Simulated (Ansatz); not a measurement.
# Al (Fm-3m) in Ansatz: notebook

The runs below take Al through band structure, with LDA, PBE, PBEsol, RPBE.

Program: Ansatz 0.2.0. These are calculated values, not measurements. Logs are shortened: lines on timing, memory, paths and dates and some standing lists are left out, and cuts for length are marked.

### 1 The crystal as given

It takes space group Fm-3m (No. 225, cubic). The conventional cell has a = 4.050 Å, b = 4.050 Å, c = 4.050 Å, α = 90.00°, β = 90.00°, γ = 90.00°. Al (site symmetry m-3m) has 12 Al at 2.86 Å as nearest neighbours.

### 2 Band structure, LDA

input.yaml

```yaml
crystal:
  lattice:
    - [0.0, 2.024805, 2.024805]
    - [2.024805, 0.0, 2.024805]
    - [2.024805, 2.024805, 0.0]
  atoms:
    - { symbol: Al, position: [0.0, 0.0, 0.0] }
hamiltonian:
  xc: lda
  pseudopotentials: { kind: paw }
kpoints:
  mp_grid: { grid: [11, 11, 11] }
  band_path:
    path:
      - [[0.0, 0.0, 0.0], [0.5, 0.0, 0.5], [0.5, 0.25, 0.75], [0.375, 0.375, 0.75], [0.0, 0.0, 0.0], [0.5, 0.5, 0.5], [0.625, 0.25, 0.625], [0.5, 0.25, 0.75], [0.5, 0.5, 0.5], [0.375, 0.375, 0.75]]
      - [[0.625, 0.25, 0.625], [0.5, 0.0, 0.5]]
    npoints: 14
scf:
  occupations: { method: fermi_dirac, width: 0.05 }
  n_extra_bands: 6
output:
  forces: true
  stress: true
  eigenvalues: true
  fatbands: true
```

Potentials or basis: Ansatz PAW.

Started as:

```console
$ ansatz run input.yaml --threads 2 --pin off --max-ram 5632MiB --backend cpu --events-out ev --progress --plain --runs-dir out
```

The log of the run:

```text
Warning: RAYON_NUM_THREADS=2 ignored (pool sized by the plan → 2); use --threads N
scf.n_extra_bands = 6 over 2 filled bands (N_el = 3.0): the run solves 8 bands
Engine: ansatz 0.2.0, aarch64-unknown-linux-gnu
Pseudopotentials: kind: paw
Pseudopotential: Al, paw, valence charge 3, recommended cutoff 420 eV (normal), Al.paw.azcp
Functional definition: SPW92
  exchange = slater_x
  correlation = pw_c
Crystal: 1 atoms, lattice volume = 16.603 Å³
Basis set: ecut = 420 eV, 331 PW (Γ)
Bands: 8, of which v1, the nominal top of the filled ones, is band 2 counted from 1 (1 counted from 0)
Symmetry: 48 space group operations
Space group: Fm-3m (ITA 225), of the structure as read, at distance tolerance 2.6e-5 Å
k-points: 56 of 1331
Non-local potential: Al, projectors of the file, l = 0: 2, l = 1: 2, l = 2: 1
PAW form: soft (Blöchl's): semilocal exchange-correlation on the pseudo side does not see the compensation charge
PAW frozen core: Al, regenerated for the run's functional, and the local potential with it (the file was generated under x = pbe(κ = 0.804, μ = 0.2195149727645171), c = pbe(β = 0.06672455060314922))
PAW one-centre angular grid: Al, 110 points (default); XC on 64 Gauss nodes
Initial density: superposition of atomic densities (neutral atoms: chi_scale 0, normalization atom), corrected by the library's trained network
Initial wavefunctions: pseudopotential atomic-orbital guess
Functional: x = slater, c = lda
SCF iter   1: F=—  HF=-512.879008 eV  |F-HF|=—  |Δ(HF+E_count)|=         —  Δρ=3.36e-3  dr2=1.80e-3  ethr=1.77e-3  ⟨swp⟩=4.8  Hψ=3520  notcnv=0
preconditioner: auto → none  [insulator: Δε(μ)=0.241 eV  Ē_g=16.280 eV  σ=0.050 eV  W_gap=0.50  n_scr=0 (ndim 8)  ℏωp=15.8 eV  f_vac=0.000  D(μ)=0.55/eV (n_scr^D=0)  ε∞_Penn≈1.9]
SCF iter   2: F=—  HF=-512.878413 eV  |F-HF|=—  |Δ(HF+E_count)|=   5.96e-4  Δρ=1.51e-3  dr2=3.51e-4  ethr=5.99e-5  ⟨swp⟩=1.0  Hψ=896  notcnv=0  defer=19
SCF iter   3: F=—  HF=-512.878277 eV  |F-HF|=—  |Δ(HF+E_count)|=   1.36e-4  Δρ=5.16e-5  dr2=2.48e-7  ethr=1.17e-5  ⟨swp⟩=1.6  Hψ=401  notcnv=0  defer=19
SCF iter   4: F=—  HF=-512.878278 eV  |F-HF|=—  |Δ(HF+E_count)|=   5.02e-7  Δρ=5.83e-6  dr2=6.22e-9  ethr=8.27e-9  ⟨swp⟩=1.5  Hψ=391  notcnv=0  defer=19
iter 5 did not close the SCF: its close was put off for the readings that it lacked (scf_convergence_deferred on its scf_iter line)
SCF iter   5: F=-512.878278 eV  HF=-512.878278 eV  |F-HF|=3.18e-12  |Δ(HF+E_count)|=   3.38e-9  Δρ=2.88e-7  dr2=6.51e-12  ethr=2.07e-10  ⟨swp⟩=2.0  Hψ=436  notcnv=0  defer=19
SCF iter   6: F=-512.878278 eV  HF=-512.878278 eV  |F-HF|=3.41e-13  |Δ(HF+E_count)|=  3.64e-12  Δρ=2.07e-8  dr2=6.99e-14  ethr=1.00e-12  ⟨swp⟩=4.1  Hψ=1864  notcnv=0
SCF 1 converged in 6 iterations: F = -512.878278 eV  dr2 = 6.99e-14
NSCF: frozen V_eff on 142 k-points
SCF converged after 6 iterations
Free energy (F): -512.878278 eV
Harris-Foulkes:  -512.878278 eV  (|F-HF|=3.41e-13)
Internal energy: -512.874246 eV  (E = F + TS)
E sigma→0 (E₀):  -512.876262 eV
Entropy (-TS):   -0.004032 eV (-4.032 meV/atom)
Fermi energy:    7.686566 eV
--- Per-component energies (eV) ---
  E_band       = 9.847045
  E_kinetic    = 22.730147
  E_local      = 9.164013  (includes V_loc(G=0)·N_el)
  E_nonlocal   = 10.949574
  E_hartree    = 0.099389
  E_xc         = -39.286025
  E_vxc        = -29.234689  (∫ρ·V_xc dr)
  E_paw        = -443.224006  (= ΣΔE_a)
  E_vpaw       = -3.960776  (= ΣTr[D̂ρ^β])
  E_aug_tail   = -0.000004  (compensation charges beyond the density's cutoff)
  E_ewald      = -73.363052
  E_core_change = 0.055717  (= ΣΔE_core)
  E_smearing   = -0.004032  (= −TS)
  E_closure    = 0.000000  (closes the sum)
  Σ components = -512.878278   (vs F -512.878278, Δ=0.00e0)
--- Forces (eV/Å), atoms counted from 1 ---
  atom   1  Al     0.00000000     0.00000000     0.00000000
  max |Σ_I F_I| component: 3.90e-32 eV/Å
--- Stress (GPa, compression-positive) ---
       -3.656786       0.000000       0.000000
       -0.000000      -3.656786       0.000000
        0.000000       0.000000      -3.656786
  P = ⅓ Tr σ = -3.6568 GPa (-36.568 kbar)
--- Band table (eV; the first three rows and the last of 56) ---
  k-point 0: bands = ["-3.3809", "20.0981", "20.0981", "20.0981", "21.4866", "21.4866", "21.4866", "24.2903"]
  k-point 1: bands = ["-3.1578", "17.2453", "19.4577", "19.4577", "22.2503", "22.4474", "22.4474", "25.5960"]
  k-point 2: bands = ["-2.4907", "13.6488", "18.7370", "18.7370", "22.0714", "23.2257", "23.2257", "24.8054"]
  k-point 55: bands = ["6.3070", "6.5672", "7.9241", "9.7657", "21.4083", "24.1498", "24.4374", "26.2099"]
```

It took 0.55 s on 2 threads of Arm Neoverse V2, shared host; peak memory 0.24 GiB.

What came out:

| Item | Value |
| --- | --- |
| Free energy | -512.8783 eV |
| Pressure | -3.7 GPa |
| Band gap on the k mesh | none (metal or under the smearing width) |

Levels at the corners of the path, in eV from the Fermi level:
```csv
point,band 1,band 2,band 3,band 4,band 5,band 6,band 7
Γ,-11.07,12.41,12.41,12.41,13.80,13.80,13.80
X,-2.89,-1.63,5.25,5.50,5.50,8.86,24.49
W,-0.83,-0.83,0.21,0.94,15.59,15.59,16.04
K,-1.86,-1.34,-0.47,6.45,8.09,15.40,21.21
Γ,-11.07,12.41,12.41,12.41,13.80,13.80,13.80
L,-4.53,-4.40,11.16,11.16,11.31,11.31,14.95
U,-1.86,-1.34,-0.47,6.45,8.09,15.40,21.21
W,-0.83,-0.83,0.21,0.94,15.59,15.59,16.04
L,-4.53,-4.40,11.16,11.16,11.31,11.31,14.95
K,-1.86,-1.34,-0.47,6.45,8.09,15.40,21.21
U,-1.86,-1.34,-0.47,6.45,8.09,15.40,21.21
X,-2.89,-1.63,5.25,5.50,5.50,8.86,24.49
```

Caveat: the PAW data sets come from PBE, with cores solved anew for the run's functional, which leaves a small shift of forces and pressure.

### 3 Band structure, PBE

Changes to input.yaml since step 2:

```diff
@@ -8,3 +8,3 @@
 hamiltonian:
-  xc: lda
+  xc: pbe
   pseudopotentials: { kind: paw }
@@ -24,2 +24,2 @@
   eigenvalues: true
-  fatbands: true
+  fatbands: false
```

Potentials or basis: Ansatz PAW.

Started as:

```console
$ ansatz run input.yaml --threads 2 --pin off --max-ram 5632MiB --backend cpu --events-out ev --progress --plain --runs-dir out
```

Wall time 0.47 s (2 threads of Arm Neoverse V2, shared host); peak memory 0.24 GiB.

It converged, with:

* Free energy: -537.5123 eV
* Pressure: -0.4 GPa
* Band gap on the k mesh: none (metal or under the smearing width)

Levels at the corners of the path, in eV from the Fermi level:
```tsv
point	band 1	band 2	band 3	band 4	band 5	band 6
Γ	-11.09	12.48	12.48	12.48	14.02	14.02
X	-2.91	-1.61	5.21	5.56	5.56	8.98
W	-0.85	-0.85	0.17	1.06	15.68	15.68
K	-1.88	-1.36	-0.42	6.52	8.13	15.55
Γ	-11.09	12.48	12.48	12.48	14.02	14.02
L	-4.57	-4.38	11.34	11.34	11.34	11.34
U	-1.88	-1.36	-0.42	6.52	8.13	15.55
W	-0.85	-0.85	0.17	1.06	15.68	15.68
L	-4.57	-4.38	11.34	11.34	11.34	11.34
K	-1.88	-1.36	-0.42	6.52	8.13	15.55
U	-1.88	-1.36	-0.42	6.52	8.13	15.55
X	-2.91	-1.61	5.21	5.56	5.56	8.98
```

### 4 Band structure, PBEsol

Changes to input.yaml since step 3:

```diff
@@ -8,3 +8,3 @@
 hamiltonian:
-  xc: pbe
+  xc: pbesol
   pseudopotentials: { kind: paw }
```

Potentials or basis: Ansatz PAW.

Started as:

```console
$ ansatz run input.yaml --threads 2 --pin off --max-ram 5632MiB --backend cpu --events-out ev --progress --plain --runs-dir out
```

The log of the run:

```text
Warning: RAYON_NUM_THREADS=2 ignored (pool sized by the plan → 2); use --threads N
scf.n_extra_bands = 6 over 2 filled bands (N_el = 3.0): the run solves 8 bands
[... 3 set-up lines as earlier in the session ...]
Functional definition: PBEsol
  exchange = pbesol_x
  correlation = pbesol_c
Crystal: 1 atoms, lattice volume = 16.603 Å³
Basis set: ecut = 420 eV, 331 PW (Γ), exchange–correlation on 40×40×40 points (8 copies of the dense FFT grid, shifted against one another)
Bands: 8, of which v1, the nominal top of the filled ones, is band 2 counted from 1 (1 counted from 0)
[... 2 set-up lines as earlier in the session ...]
k-points: 56 of 1331
[... 6 set-up lines as earlier in the session ...]
Functional: x = pbesol(κ = 0.804, μ = 0.12345679012345678), c = pbesol(β = 0.046)
SCF iter   1: F=—  HF=-524.555515 eV  |F-HF|=—  |Δ(HF+E_count)|=         —  Δρ=7.39e-4  dr2=4.56e-5  ethr=1.77e-3  ⟨swp⟩=4.7  Hψ=3431  notcnv=0  defer=1
preconditioner: auto → none  [metal: Δε(μ)=0.033 eV  Ē_g=16.367 eV  σ=0.050 eV  W_gap=0.16  n_scr=0 (ndim 8)  ℏωp=15.8 eV  f_vac=0.000  D(μ)=0.54/eV (n_scr^D=0)]
SCF iter   2: F=—  HF=-524.555536 eV  |F-HF|=—  |Δ(HF+E_count)|=   2.07e-5  Δρ=3.72e-4  dr2=1.14e-5  ethr=1.52e-6  ⟨swp⟩=1.9  Hψ=948  notcnv=0  defer=8
iter 3 did not close the SCF: its close was put off for the readings that it lacked (scf_convergence_deferred on its scf_iter line)
SCF iter   3: F=-524.555540 eV  HF=-524.555540 eV  |F-HF|=3.07e-8  |Δ(HF+E_count)|=   3.85e-6  Δρ=1.96e-5  dr2=7.41e-8  ethr=3.80e-7  ⟨swp⟩=1.0  Hψ=355  notcnv=0  defer=8
iter 4 did not close the SCF: its close was put off for the readings that it lacked (scf_convergence_deferred on its scf_iter line)
SCF iter   4: F=-524.555540 eV  HF=-524.555540 eV  |F-HF|=4.22e-9  |Δ(HF+E_count)|=   2.39e-8  Δρ=7.79e-6  dr2=1.12e-8  ethr=2.47e-9  ⟨swp⟩=1.1  Hψ=363  notcnv=0  defer=8
iter 5 did not close the SCF: its close was put off for the readings that it lacked (scf_convergence_deferred on its scf_iter line)
SCF iter   5: F=-524.555540 eV  HF=-524.555540 eV  |F-HF|=1.68e-11  |Δ(HF+E_count)|=   3.87e-9  Δρ=4.85e-7  dr2=4.01e-11  ethr=3.73e-10  ⟨swp⟩=1.0  Hψ=357  notcnv=0  defer=8
SCF iter   6: F=-524.555540 eV  HF=-524.555540 eV  |F-HF|=2.39e-12  |Δ(HF+E_count)|=  1.56e-11  Δρ=1.86e-7  dr2=6.63e-12  ethr=1.34e-12  ⟨swp⟩=3.4  Hψ=1858  notcnv=0
SCF 1 converged in 6 iterations: F = -524.555540 eV  dr2 = 6.63e-12
NSCF: frozen V_eff on 142 k-points
SCF converged after 6 iterations
Free energy (F): -524.555540 eV
Harris-Foulkes:  -524.555540 eV  (|F-HF|=2.39e-12)
Internal energy: -524.551542 eV  (E = F + TS)
E sigma→0 (E₀):  -524.553541 eV
Entropy (-TS):   -0.003997 eV (-3.997 meV/atom)
Fermi energy:    7.828018 eV
--- Per-component energies (eV) ---
  E_band       = 10.245903
  E_kinetic    = 22.712201
  E_local      = 9.662686  (includes V_loc(G=0)·N_el)
  E_nonlocal   = 10.361302
  E_hartree    = 0.101074
  E_xc         = -39.352348
  E_vxc        = -29.092589  (∫ρ·V_xc dr)
  E_paw        = -454.692543  (= ΣΔE_a)
  E_vpaw       = -3.599844  (= ΣTr[D̂ρ^β])
  E_aug_tail   = -0.000003  (compensation charges beyond the density's cutoff)
  E_ewald      = -73.363052
  E_core_change = 0.019139  (= ΣΔE_core)
  E_smearing   = -0.003997  (= −TS)
  E_closure    = 0.000000  (closes the sum)
  Σ components = -524.555540   (vs F -524.555540, Δ=0.00e0)
--- Forces (eV/Å), atoms counted from 1 ---
  atom   1  Al    -0.00000000    -0.00000000     0.00000000
  max |Σ_I F_I| component: 8.22e-33 eV/Å
--- Stress (GPa, compression-positive) ---
       -1.925415       0.000000       0.000000
        0.000000      -1.925415      -0.000000
       -0.000000       0.000000      -1.925415
  P = ⅓ Tr σ = -1.9254 GPa (-19.254 kbar)
--- Band table (eV; the first three rows and the last of 56) ---
  k-point 0: bands = ["-3.2595", "20.2992", "20.2992", "20.2992", "21.8142", "21.8142", "21.8142", "24.3027"]
  k-point 1: bands = ["-3.0361", "17.4384", "19.6810", "19.6810", "22.4934", "22.7646", "22.7646", "25.8719"]
  k-point 2: bands = ["-2.3678", "13.8197", "18.9647", "18.9647", "22.2707", "23.5480", "23.5480", "25.0448"]
  k-point 55: bands = ["6.4359", "6.6947", "8.0830", "9.9633", "21.6317", "24.4406", "24.6701", "26.5124"]
```

It took 0.5 s on 2 threads of Arm Neoverse V2, shared host; peak memory 0.24 GiB.

What came out:

```
Free energy            : -524.5555 eV
Pressure               : -1.9 GPa
Band gap on the k mesh : none (metal or under the smearing width)
```

Levels at the corners of the path, in eV from the Fermi level:
| point | band 1 | band 2 | band 3 | band 4 | band 5 |
| --- | --- | --- | --- | --- | --- |
| Γ | -11.09 | 12.47 | 12.47 | 12.47 | 13.99 |
| X | -2.91 | -1.62 | 5.22 | 5.55 | 5.55 |
| W | -0.84 | -0.84 | 0.16 | 1.06 | 15.67 |
| K | -1.88 | -1.36 | -0.42 | 6.51 | 8.13 |
| Γ | -11.09 | 12.47 | 12.47 | 12.47 | 13.99 |
| L | -4.57 | -4.38 | 11.31 | 11.31 | 11.33 |
| U | -1.88 | -1.36 | -0.42 | 6.51 | 8.13 |
| W | -0.84 | -0.84 | 0.16 | 1.06 | 15.67 |
| L | -4.57 | -4.38 | 11.31 | 11.31 | 11.33 |
| K | -1.88 | -1.36 | -0.42 | 6.51 | 8.13 |
| U | -1.88 | -1.36 | -0.42 | 6.51 | 8.13 |
| X | -2.91 | -1.62 | 5.22 | 5.55 | 5.55 |

Caveat: the PAW data sets come from PBE, with cores solved anew for the run's functional, which leaves a small shift of forces and pressure.

### 5 Band structure, RPBE

Changes to input.yaml since step 4:

```diff
@@ -8,3 +8,3 @@
 hamiltonian:
-  xc: pbesol
+  xc: rpbe
   pseudopotentials: { kind: paw }
```

Started as:

```console
$ ansatz run input.yaml --threads 2 --pin off --max-ram 5632MiB --backend cpu --events-out ev --progress --plain --runs-dir out
```

Wall time 0.5 s (2 threads of Arm Neoverse V2, shared host); peak memory 0.24 GiB.

Results (log left out):

```
Free energy            : -540.4518 eV
Pressure               : 1.0 GPa
Band gap on the k mesh : none (metal or under the smearing width)
```

Levels at the corners of the path, in eV from the Fermi level:
| point | band 1 | band 2 | band 3 | band 4 | band 5 | band 6 |
| --- | --- | --- | --- | --- | --- | --- |
| Γ | -11.10 | 12.50 | 12.50 | 12.50 | 14.14 | 14.14 |
| X | -2.93 | -1.59 | 5.19 | 5.59 | 5.59 | 9.07 |
| W | -0.86 | -0.86 | 0.14 | 1.15 | 15.72 | 15.72 |
| K | -1.90 | -1.38 | -0.38 | 6.55 | 8.16 | 15.63 |
| Γ | -11.10 | 12.50 | 12.50 | 12.50 | 14.14 | 14.14 |
| L | -4.60 | -4.36 | 11.36 | 11.36 | 11.43 | 11.43 |
| U | -1.90 | -1.38 | -0.38 | 6.55 | 8.16 | 15.63 |
| W | -0.86 | -0.86 | 0.14 | 1.15 | 15.72 | 15.72 |
| L | -4.60 | -4.36 | 11.36 | 11.36 | 11.43 | 11.43 |
| K | -1.90 | -1.38 | -0.38 | 6.55 | 8.16 | 15.63 |
| U | -1.90 | -1.38 | -0.38 | 6.55 | 8.16 | 15.63 |
| X | -2.93 | -1.59 | 5.19 | 5.59 | 5.59 | 9.07 |

Caveat: the PAW data sets come from PBE, with cores solved anew for the run's functional, which leaves a small shift of forces and pressure.

### 6 The runs side by side

| level | gap on the mesh (eV) | pressure (GPa) |
| --- | --- | --- |
| LDA | none | -3.7 |
| PBE | none | -0.4 |
| PBEsol | none | -1.9 |
| RPBE | none | 1.0 |

Alike in all rows: task band structure; potentials or basis Ansatz PAW; no spin polarisation; cell as given; k mesh 11 × 11 × 11; cutoff (eV) 420; smearing fermi-dirac 0.05 eV.

Every run on the cell as given and a fine mesh finds a metal. The pressure there spans -3.7 GPa (LDA) to 1.0 GPa (RPBE); a positive pressure means that this level wants a larger cell, a negative one a smaller.

Caveats: the PAW data sets come from PBE, with cores solved anew for the run's functional, which leaves a small shift of forces and pressure (some runs).

Absolute energies hang on the potentials; compare differences alone.
